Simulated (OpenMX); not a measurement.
Os:

```
Os
1.0
     0.00000    1.94500    1.94500
     1.94500    0.00000    1.94500
     1.94500    1.94500    0.00000
Os
1
Direct
  0.00000 0.00000 0.00000
```

This isn't the form of Os at room conditions, which is hcp.

```yaml
Program: OpenMX 3.8.5
Task: single point
Functional: PBE
Potentials_or_basis: OpenMX 2013 PBE set, Os7.0-s3p2d2f1, grid cutoff 350 Ry
k_mesh: 13 × 13 × 13
Occupations: fermi-dirac, width 0.05 eV
Spin: no spin polarisation
```

On this cell: pressure -6.8 GPa; band gap on the k mesh none (metal or under the smearing width).

The same run follows on a disturbed copy (cell strained at random at fixed volume):

```xyz
1
Lattice="0.0320 1.9474 1.9443 1.9307 0.0187 1.9577 1.9537 1.9838 -0.0043" Properties=species:S:1:pos:R:3 pbc="T T T"
Os   -0.0034   -0.0225   -0.0204
```

Q: What changes?

A: The energy (extrapolated to zero smearing) moves by +11.6 meV/atom; pressure -6.6 GPa; band gap on the k mesh none (metal or under the smearing width).

Caveats: the basis of atomic orbitals isn't converged, which shifts pressures, moduli and gaps.
